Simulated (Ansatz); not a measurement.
# GaAs: band gap under strain

How does strain move the band edges of GaAs in the zincblende structure, and do the functionals agree on it? States: no strain; -4.0 % equal strain in all directions; -3.0 % equal strain in all directions.

Program: Ansatz 0.2.0. PAW datasets, plane waves. (Simulation; spin polarisation is off.)

### 1 The system as given

The unstrained cell was relaxed with r2SCAN; in each strained cell the atoms were relaxed again with r2SCAN. Names of k-points are those of the unstrained zone, where strain can split equivalent points. First state: no strain.

The symmetry is F-43m (No. 216, cubic); conventional cell a = 5.666 Å, 22.74 Å³ an atom. Ga has 4 As at 2.45 Å; As has 4 Ga at 2.45 Å.

Coordinates:

Space group F-43m (No. 216). a = 5.666 Å, b = 5.666 Å, c = 5.666 Å, α = 90.00°, β = 90.00°, γ = 90.00°
```json
{"atom": "Ga", "site": "4a", "symmetry": "-43m", "x": "0.0000", "y": "0.0000", "z": "0.0000"}
{"atom": "As", "site": "4d", "symmetry": "-43m", "x": "0.2500", "y": "0.2500", "z": "0.7500"}
```

### 2 No strain: PBE

input.yaml reads:

```yaml
crystal:
  lattice:
    - [0.0, 2.8330850955, 2.8330850955]
    - [2.8330850955, 0.0, 2.8330850955]
    - [2.8330850955, 2.8330850955, 0.0]
  atoms:
    - { symbol: Ga, position: [0.0, 0.0, 0.0] }
    - { symbol: As, position: [0.25, 0.25, 0.25] }
kpoints:
  mp_grid: { grid: [8, 8, 8] }
  band_path:
    path:
      - [0.0, 0.0, 0.0]
      - [-0.5, -0.5, 0.0]
      - [-0.375, -0.375, 0.25]
      - [-0.375, 0.0, 0.375]
      - [0.0, 0.0, 0.5]
      - [-0.5, -0.25, 0.25]
    npoints: 1
hamiltonian:
  xc: pbe
scf:
  occupations: { method: fermi_dirac, width: 0.02 }
  n_extra_bands: 4
output:
  forces: true
  stress: true
  eigenvalues: true
```

Started as:

```sh
> ansatz run input.yaml --threads 2 --pin off --max-ram 20275MiB --backend cpu --events-out ev --progress --plain --runs-dir out
```

After this run come: No strain: r2SCAN; No strain: HSE06; No strain: r2SCAN+SOC; No strain: r2SCAN; No strain: G0W0@PBE; -4.0 % equal strain in all directions: PBE; -4.0 % equal strain in all directions: r2SCAN; -4.0 % equal strain in all directions: HSE06; -4.0 % equal strain in all directions: r2SCAN+SOC; -4.0 % equal strain in all directions: r2SCAN; -4.0 % equal strain in all directions: G0W0@PBE; -3.0 % equal strain in all directions: PBE; -3.0 % equal strain in all directions: r2SCAN; -3.0 % equal strain in all directions: HSE06; -3.0 % equal strain in all directions: r2SCAN+SOC; -3.0 % equal strain in all directions: r2SCAN; -3.0 % equal strain in all directions: G0W0@PBE.

What does the calculation give?

As calculated:

Least gap in eV (negative: overlap), with the change from the unstrained cell in brackets. G0W0 is on its own coarse mesh.

| state | volume change (%) | PBE | r2SCAN | HSE06 | G0W0 |
| --- | --- | --- | --- | --- | --- |
| no strain | +0.0 | 0.47 | 0.96 | 1.36 | 1.20 |
| -4.0 % equal strain in all directions | -11.5 | 1.21 (+0.74) | 1.53 (+0.57) | 1.81 (+0.45) | 1.65 (+0.45) |
| -3.0 % equal strain in all directions | -8.7 | 1.17 (+0.70) | 1.59 (+0.63) | 1.89 (+0.53) | 1.69 (+0.49) |

The largest move of the HSE06 gap in the table is +0.526 eV, under -3.0 % equal strain in all directions. PBE and HSE06 differ by 0.90 eV on the unstrained gap, and by at most 0.29 eV on its change: the two disagree on the size of the gap but agree on its response to strain. In PBE the gap turns indirect under -4.0 % equal strain in all directions. No extrapolation in bands, cutoff or mesh was made for G0W0.
